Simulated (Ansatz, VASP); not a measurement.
## Cross-check of Sn3H4 (Sn wire along [100], 9 atoms a period, H-terminated) between VASP and Ansatz

Wanted: the spread between two codes on one cell, functional and k mesh. The structure shown is the start of the Ansatz relaxation below; VASP solves that cell, so the two are compared at the walk's first step.

Main program and level: Ansatz 0.2.0; plane waves, with VASP 6.6.1 beside it; single point at PBE.

### 1. Starting point

The cell holds 21 atoms: 9 Sn and 12 H. Cell: a = 15.471 Å, b = 15.471 Å, c = 6.650 Å, α = 90.0°, β = 90.0°, γ = 90.0°. Vacuum lies along a and b. The structure's axis is c.

### 2. Ansatz: relaxation, PBE

Ansatz runs on its PAW soft_1 files.

The two programs are compared at the cell with which this relaxation starts, whose forces are those of its first step.

File input.yaml:

```yaml
crystal:
  lattice:
    - [15.471, 0.0, 0.0]
    - [0.0, 15.471, 0.0]
    - [0.0, 0.0, 6.65]
  atoms:
    - { symbol: Sn, position: [0.285072909, 0.499991143, 0.0] }
    - { symbol: Sn, position: [0.499991143, 0.285072909, 0.0] }
    - { symbol: Sn, position: [0.499991143, 0.714909377, 0.0] }
    - { symbol: Sn, position: [0.714909377, 0.499991143, 0.0] }
    - { symbol: H, position: [0.219766014, 0.434684248, 0.151934281] }
    - { symbol: H, position: [0.434684248, 0.219766014, 0.151934281] }
    - { symbol: H, position: [0.565298038, 0.780216272, 0.151934281] }
    - { symbol: H, position: [0.780216272, 0.565298038, 0.151934281] }
    - { symbol: Sn, position: [0.392532026, 0.60745026, 0.25] }
    - { symbol: Sn, position: [0.60745026, 0.392532026, 0.25] }
    - { symbol: H, position: [0.327225131, 0.672757155, 0.401934281] }
    - { symbol: H, position: [0.672757155, 0.327225131, 0.401934281] }
    - { symbol: Sn, position: [0.499991143, 0.499991143, 0.5] }
    - { symbol: H, position: [0.327225131, 0.327225131, 0.598065719] }
    - { symbol: H, position: [0.672757155, 0.672757155, 0.598065719] }
    - { symbol: Sn, position: [0.392532026, 0.392532026, 0.75] }
    - { symbol: Sn, position: [0.60745026, 0.60745026, 0.75] }
    - { symbol: H, position: [0.219766014, 0.565298038, 0.848065719] }
    - { symbol: H, position: [0.434684248, 0.780216272, 0.848065719] }
    - { symbol: H, position: [0.565298038, 0.219766014, 0.848065719] }
    - { symbol: H, position: [0.780216272, 0.434684248, 0.848065719] }
kpoints:
  mp_grid: { grid: [1, 1, 13] }
scf:
  occupations: { method: fermi_dirac, width: 0.05 }
hamiltonian:
  xc: pbe
  pseudopotentials: { kind: paw, azcp: { folder: soft_1 } }
relax:
  cell: { fix: [a, b, alpha, beta, gamma] }
  max_steps: 45
  f_tol: 0.03
```

Run with:

```bash
> ansatz run input.yaml --threads 4 --pin off --max-ram 16384MiB --backend cpu --events-out ev --progress --plain --runs-dir out
```

Numbers of over 12 decimals in the logs are rounded to 6 here.

Output:

```text
Engine: ansatz 0.2.0, aarch64-unknown-linux-gnu
Pseudopotentials: kind: paw
Pseudopotential: Sn, paw, valence charge 14, recommended cutoff 420 eV (normal), soft_1/Sn.paw.azcp
Pseudopotential: H, paw, valence charge 1, recommended cutoff 420 eV (normal), soft_1/H.paw.azcp
Functional definition: PBE
  parameter kappa = 0.804
  parameter beta = 0.066725
  exchange = pbe_x(kappa = kappa, mu = beta*pi^2/3)
  correlation = pbe_c(beta = beta)
Crystal: 21 atoms, lattice volume = 1591.690 Å³
Basis set: ecut = 420 eV, 31067 PW (Γ), exchange–correlation on 216×216×90 points (8 copies of the dense FFT grid, shifted against one another)
Bands: 90, of which v1, the nominal top of the filled ones, is band 69 counted from 1 (68 counted from 0)
Symmetry: 8 space group operations
Space group: P-42m (ITA 111), of the structure as read, at distance tolerance 1.2e-4 Å
k-points: 7 of 13
Non-local potential: Sn, projectors of the file, l = 0: 2, l = 1: 2, l = 2: 2, l = 3: 1
Non-local potential: H, projectors of the file, l = 0: 2, l = 1: 1
PAW form: soft (Blöchl's): semilocal exchange-correlation on the pseudo side does not see the compensation charge
PAW one-centre angular grid: Sn, 590 points (default); XC on 64 Gauss nodes
PAW one-centre angular grid: H, 110 points (default); XC on 64 Gauss nodes
Initial density: superposition of atomic densities (neutral atoms: chi_scale 0, normalization atom)
Initial wavefunctions: pseudopotential atomic-orbital guess
Functional: x = pbe(κ = 0.804, μ = 0.219515), c = pbe(β = 0.066725)
SCF iter   1: F=—  HF=-54407.217414 eV  |F-HF|=—  |Δ(HF+E_count)|=         —  Δρ=2.59e-2  dr2=1.09e1  ethr=3.10e-3  ⟨swp⟩=8.0  Hψ=3113  notcnv=0  defer=6
preconditioner: auto → Resta (q_TF=auto, 1.815 Å⁻¹)  ε∞=1.6  [insulator: Δε(μ)=2.448 eV  Ē_g=8.205 eV  σ=0.050 eV  W_gap=1.00  n_scr=150 (ndim 8)  ℏωp=6.4 eV  f_vac=0.628  D(μ)=0.00/eV (n_scr^D=0)  ε∞_Penn≈1.6  vacuum switching on, ρ_ref=4.9e-3 e/Å³]
SCF iter   2: F=—  HF=-54404.401641 eV  |F-HF|=—  |Δ(HF+E_count)|=    2.82e0  Δρ=9.08e-3  dr2=1.79e0  ethr=3.10e-3  ⟨swp⟩=4.0  Hψ=1002  notcnv=0  defer=95
SCF iter   3: F=—  HF=-54404.016484 eV  |F-HF|=—  |Δ(HF+E_count)|=   3.85e-1  Δρ=3.16e-3  dr2=4.09e-1  ethr=1.30e-3  ⟨swp⟩=4.0  Hψ=894  notcnv=0  defer=95
SCF iter   4: F=—  HF=-54403.936767 eV  |F-HF|=—  |Δ(HF+E_count)|=   7.97e-2  Δρ=8.98e-4  dr2=1.61e-2  ethr=2.96e-4  ⟨swp⟩=3.9  Hψ=991  notcnv=0  defer=96
SCF iter   5: F=—  HF=-54403.938797 eV  |F-HF|=—  |Δ(HF+E_count)|=   2.03e-3  Δρ=3.30e-4  dr2=1.53e-3  ethr=1.17e-5  ⟨swp⟩=2.3  Hψ=891  notcnv=0  defer=96
SCF iter   6: F=—  HF=-54403.939633 eV  |F-HF|=—  |Δ(HF+E_count)|=   8.36e-4  Δρ=9.17e-5  dr2=1.35e-4  ethr=1.11e-6  ⟨swp⟩=2.0  Hψ=702  notcnv=0  defer=96
SCF iter   7: F=—  HF=-54403.939768 eV  |F-HF|=—  |Δ(HF+E_count)|=   1.35e-4  Δρ=1.46e-5  dr2=3.56e-6  ethr=9.76e-8  ⟨swp⟩=2.0  Hψ=702  notcnv=0  defer=96
SCF iter   8: F=—  HF=-54403.939869 eV  |F-HF|=—  |Δ(HF+E_count)|=   1.02e-4  Δρ=4.01e-6  dr2=3.11e-7  ethr=2.58e-9  ⟨swp⟩=2.0  Hψ=1066  notcnv=0  defer=96
SCF iter   9: F=-54403.939870 eV  HF=-54403.939870 eV  |F-HF|=8.11e-9  |Δ(HF+E_count)|=   7.11e-7  Δρ=1.07e-6  dr2=2.68e-8  ethr=7.25e-11  ⟨swp⟩=5.4  Hψ=2134  notcnv=0
SCF 1 converged in 9 iterations: F = -54403.939870 eV  dr2 = 2.68e-8
  greatest PAW one-centre occupation: 0.991 electrons in one spin orbital (limit 2), on the Sn atom at site 2 (counted from 0), in its partial waves of l = 2
relax step   1: F+E_penalty+E_count = -54403.93986995 eV  Δ(F+E_penalty+E_count) = +0.000e0 eV  max|allowed force component| = 1.820e-1 eV/Å  Δτ_max = 0.0000 Å  P = -0.409 GPa  Ω = 1591.690 Å³  fix = [a, b, alpha, beta, gamma]  reactions: a -0.413, b -0.413 GPa  (9 SCF iters, dr2 threshold 1.00e-7 eV, accepted)
[...]
relax step   4: F+E_penalty+E_count = -54404.04298915 eV  Δ(F+E_penalty+E_count) = -2.516e-3 eV  max|allowed force component| = 3.973e-2 eV/Å  Δτ_max = 0.0267 Å  P = -0.006 GPa  Ω = 1581.946 Å³  energy of the carried Pulay correction = +7.717e-4 eV  fix = [a, b, alpha, beta, gamma]  reactions: a -0.010, b -0.010 GPa  (6 SCF iters, dr2 threshold 3.11e-7 eV, accepted)
[...]
relax step   5: F+E_penalty+E_count = -54404.04607165 eV  Δ(F+E_penalty+E_count) = -3.083e-3 eV  max|allowed force component| = 3.556e-3 eV/Å  Δτ_max = 0.0159 Å  P = -0.003 GPa  Ω = 1580.649 Å³  energy of the carried Pulay correction = +8.747e-4 eV  fix = [a, b, alpha, beta, gamma]  reactions: a -0.004, b -0.004 GPa  (6 SCF iters, dr2 threshold 9.87e-8 eV, accepted)
[...]
relax step   6: F+E_penalty+E_count = -54404.04520089 eV  Δ(F+E_penalty+E_count) = +8.708e-4 eV  max|allowed force component| = 3.540e-3 eV/Å  Δτ_max = 0.0000 Å  P = -0.004 GPa  Ω = 1580.649 Å³  fix = [a, b, alpha, beta, gamma]  reactions: a -0.004, b -0.004 GPa  stress off target by 1.80e-3 GPa on what of the cell is left free  SCF on the basis re-selected at this cell (its energy is not comparable with the rows above)  (5 SCF iters)
basis re-selected at this cell: Δ(F+E_penalty+E_count) = +8.708e-4 eV, ΔP = -0.000 GPa vs the last step (what re-selecting the basis moved, of the pressure what is left beyond the Pulay correction that the steps carried, after the strain that the cell walked since its last selection, with what the two solves' SCF thresholds leave and, on support functions, any second-order correction that the steps lacked; it is no m [...]
SCF converged after 5 iterations
Free energy (F): -54404.045201 eV
Harris-Foulkes:  -54404.045201 eV  (|F-HF|=1.46e-11)
Internal energy: -54404.045201 eV  (E = F + TS)
E sigma→0 (E₀):  -54404.045201 eV
Fermi energy:    -1.876616 eV
--- Per-component energies (eV) ---
  E_band       = -2405.864837
  E_kinetic    = 1662.172259
  E_local      = -45618.913495  (includes V_loc(G=0)·N_el)
  E_nonlocal   = 1311.116405
  E_hartree    = 22010.377358
  E_xc         = -1226.670794
  E_vxc        = -843.421021  (∫ρ·V_xc dr)
  E_paw        = -39342.049275  (= ΣΔE_a)
  E_vpaw       = -2937.563642  (= ΣTr[D̂ρ^β])
  E_aug_tail   = -0.008046  (compensation charges beyond the density's cutoff)
  E_ewald      = 6799.930387
  E_smearing   = -0.000000  (= −TS)
  E_closure    = 0.000000  (closes the sum)
  Σ components = -54404.045201   (vs F -54404.045201, Δ=0.00e0)
--- Forces (eV/Å), atoms counted from 1 ---
  atom   1  Sn    -0.00104063     0.00000000     0.00000000
  atom   2  Sn    -0.00000000    -0.00104063     0.00000000
  atom   3  Sn    -0.00000000     0.00104063     0.00000000
  atom   4  Sn     0.00104063     0.00000000     0.00000000
  atom   5  H      0.00318927    -0.00016236     0.00023537
  atom   6  H     -0.00016236     0.00318927     0.00023537
  atom   7  H      0.00016236    -0.00318927     0.00023537
  atom   8  H     -0.00318927     0.00016236     0.00023537
  atom   9  Sn    -0.00354020     0.00354020     0.00036970
  atom  10  Sn     0.00354020    -0.00354020     0.00036970
  atom  11  H      0.00156972    -0.00156972     0.00118414
  atom  12  H     -0.00156972     0.00156972     0.00118414
  atom  13  Sn     0.00000000     0.00000000     0.00000000
  atom  14  H      0.00156972     0.00156972    -0.00118414
  atom  15  H     -0.00156972    -0.00156972    -0.00118414
  atom  16  Sn    -0.00354020    -0.00354020    -0.00036970
  atom  17  Sn     0.00354020     0.00354020    -0.00036970
  atom  18  H      0.00318927     0.00016236    -0.00023537
  atom  19  H     -0.00016236    -0.00318927    -0.00023537
  atom  20  H      0.00016236     0.00318927    -0.00023537
  atom  21  H     -0.00318927    -0.00016236    -0.00023537
  max |Σ_I F_I| component: 4.88e-19 eV/Å
--- Stress (GPa, compression-positive) ---
       -0.004452       0.000000       0.000000
        0.000000      -0.004452      -0.000000
        0.000000      -0.000000      -0.001798
  P = ⅓ Tr σ = -0.0036 GPa (-0.036 kbar)
--- Relaxed structure (5 steps of the walk, 4 accepted, 1 SCFs on fresh bases) ---
  F+E_penalty+E_count = -54404.04520089 eV   max|allowed force component| = 3.540e-3 eV/Å   (the final SCF, on the basis selected at the relaxed cell)
  cell:  # Å, volume = 1580.6494 Å³
    - [15.471, 0.0, 0.0]
    - [0.0, 15.471, 0]
    - [0.0, 0, 6.603874]
  atoms:
    - { symbol: Sn, position: [0.288968, 0.499991, 0] }
    - { symbol: Sn, position: [0.499991, 0.288968, 0] }
    - { symbol: Sn, position: [0.499991, 0.711015, 0] }
    - { symbol: Sn, position: [0.711015, 0.499991, 0] }
    - { symbol: H, position: [0.222305, 0.436334, 0.148770] }
    - { symbol: H, position: [0.436334, 0.222305, 0.148770] }
    - { symbol: H, position: [0.563649, 0.777677, 0.148770] }
    - { symbol: H, position: [0.777677, 0.563649, 0.148770] }
    - { symbol: Sn, position: [0.394866, 0.605116, 0.247177] }
    - { symbol: Sn, position: [0.605116, 0.394866, 0.247177] }
    - { symbol: H, position: [0.330204, 0.669778, 0.400128] }
    - { symbol: H, position: [0.669778, 0.330204, 0.400128] }
    - { symbol: Sn, position: [0.499991, 0.499991, 0.5] }
    - { symbol: H, position: [0.330204, 0.330204, 0.599872] }
    - { symbol: H, position: [0.669778, 0.669778, 0.599872] }
    - { symbol: Sn, position: [0.394866, 0.394866, 0.752823] }
    - { symbol: Sn, position: [0.605116, 0.605116, 0.752823] }
    - { symbol: H, position: [0.222305, 0.563649, 0.851230] }
    - { symbol: H, position: [0.436334, 0.777677, 0.851230] }
    - { symbol: H, position: [0.563649, 0.222305, 0.851230] }
    - { symbol: H, position: [0.777677, 0.436334, 0.851230] }
```

In the SCF lines HF is the Harris–Foulkes energy and dr2 the Hartree energy of the density residual, in eV; the loop may stop once dr2 is under the threshold and the program's other checks hold. Hψ counts applications of the Hamiltonian.

[end of part 1 of 2]

[Lines on the potential files, build, host, timing and source positions are cut from VASP's logs without a mark.]

[Logs are printed without paths, hosts, clocks, repeated set-up lines and the standing remarks that a program may print on its own settings, such as how far it seeks lower states.]

[Hosts, paths, dates, database ids (printed as entryN), source tags and the programs' standing remarks are cut or masked in the printed files.]
